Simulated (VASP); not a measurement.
A run of VASP 6.6.1 is set up as follows.

The input INCAR:

```
SYSTEM = InAs
  PREC = Accurate
  ENCUT = 520
  EDIFF = 1E-6
  ISMEAR = -1
  SIGMA = 0.08
  LREAL = .FALSE.
  LASPH = .TRUE.
  NELM = 60
  ALGO = Normal
  ISIF = 2
  LWAVE = .FALSE.
  LCHARG = .FALSE.
  GGA = PE
  IVDW = 12
  NBANDS = 16
```

File KPOINTS:

```
Automatic mesh
0
G
  10 10 10
  0 0 0
```

The input POSCAR:

```
InAs
1.0
    0.0000000000      3.0539425414      3.0539425414
    3.0539425414      0.0000000000      3.0539425414
    3.0539425414      3.0539425414      0.0000000000
In As
1 1
Direct
    0.0000000000      0.0000000000      0.0000000000
    0.7500000000      0.7500000000      0.7500000000
```

Potentials or basis: VASP PAW PBE potentials, release 64 (In_d, As).

Command:

```sh
$ cat potpaw_PBE.64/In_d/POTCAR potpaw_PBE.64/As/POTCAR > POTCAR
$ mpirun -np 1 vasp_std > vasp.out
```

**Question.** Predict the band gap on the k mesh.

**Answer.** Zero (filled and empty bands touch).

**Question.** Estimate the pressure.

**Answer.** 0.1 GPa.

**Question.** What does it give for the dispersion energy per atom?

**Answer.** -0.313 eV.

Caveat: three body term missing; semilocal functionals underestimate gaps, so a narrow gap can read as zero; spin-orbit coupling is left out, which moves the levels of the heavy elements.

**Experimental background.**

From a printed reference work, data compilation, for a bulk crystal of InAs at 4.2 K: band gap 0.418 eV (direct).

Against the measured gap of InAs, 0.418 eV (direct; 4.2 K; a printed reference work, data compilation), the calculated 0.00 eV is off by -0.42 eV. Spin-orbit coupling on As, In is left out. The value is that of PBE+D3(BJ) on a finite k mesh, which can miss the band edges, without temperature or zero-point motion. Semilocal functionals fall short of measured gaps as a rule.
